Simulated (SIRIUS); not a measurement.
Ca:

```
CELL_PARAMETERS angstrom
0.00000 2.79420 2.79420
2.79420 0.00000 2.79420
2.79420 2.79420 0.00000
ATOMIC_POSITIONS crystal
Ca 0.00000 0.00000 0.00000
```

- Program: SIRIUS 7.10.0
- Task: single point
- Functional: PBE
- Potentials or basis: PseudoDojo 0.4.1 PBE standard (scalar relativistic)
- Cutoff: 937 eV
- Density cutoff: 3749 eV
- k mesh: 8 × 8 × 8
- Occupations: fermi-dirac, width 0.05 eV
- Spin: no spin polarisation

On this cell: pressure -0.6 GPa; band gap on the k mesh none (metal or under the smearing width).

The same run follows on a disturbed copy (cell strained at random at fixed volume):

```
CELL_PARAMETERS angstrom
0.02261 2.80956 2.74477
2.75250 0.03962 2.72775
2.84984 2.88989 -0.05772
ATOMIC_POSITIONS crystal
Ca 0.99927 0.00324 0.99894
```

Problem. What does the disturbed cell give?

Solution. The energy (extrapolated to zero smearing) moves by +4.9 meV/atom; pressure -0.6 GPa; band gap on the k mesh none (metal or under the smearing width).

Stress tensor (GPa, compression positive):
```
-0.53 -0.61  0.41
-0.61 -0.64  0.26
 0.41  0.26 -0.50
```
